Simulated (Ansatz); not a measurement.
Yb

```xyz
2
Lattice="3.8799 0.0000 0.0000 -1.9399 3.3601 0.0000 0.0000 0.0000 6.3859" Properties=species:S:1:pos:R:3 pbc="T T T"
Yb    0.0000    2.2401    1.5965
Yb    1.9399    1.1200    4.7894
```

Atom numbers follow the list: Yb1, Yb2.

Conventional cell: a = 3.880 Å, b = 3.880 Å, c = 6.386 Å, α = 90.00°, β = 90.00°, γ = 120.00°. Yb (atom 1) has 12 Yb at 3.88 to 3.90 Å as nearest neighbours.

The cell is COD entry 1540221, as deposited and not checked against the literature; nothing was relaxed.

Where the f shell is localised, expect the real compound to differ from this run without U.

Spin–orbit coupling is left out, though it moves levels of the heavy atoms by tenths of an eV or more.

Method: Ansatz 0.2.0, DFT, PBE, all-electron LAPW, scalar-relativistic.

Sampling and basis: a Γ-centred 11×11×6 k mesh, Fermi–Dirac smearing of 0.03 eV, basis error target 0.5 meV/atom, no spin polarisation.

* Pressure at this cell: -2.15 GPa
* Volume per atom: 41.63 Å³

Problem. Predict this quantity. Density of states at the Fermi level (0.2 eV bin).

Solution. 1.54 states/eV per cell.

Problem. Give the computed value. Band gap.

Solution. None at this level of theory (metallic, semimetallic, or a small gap that the functional closes).
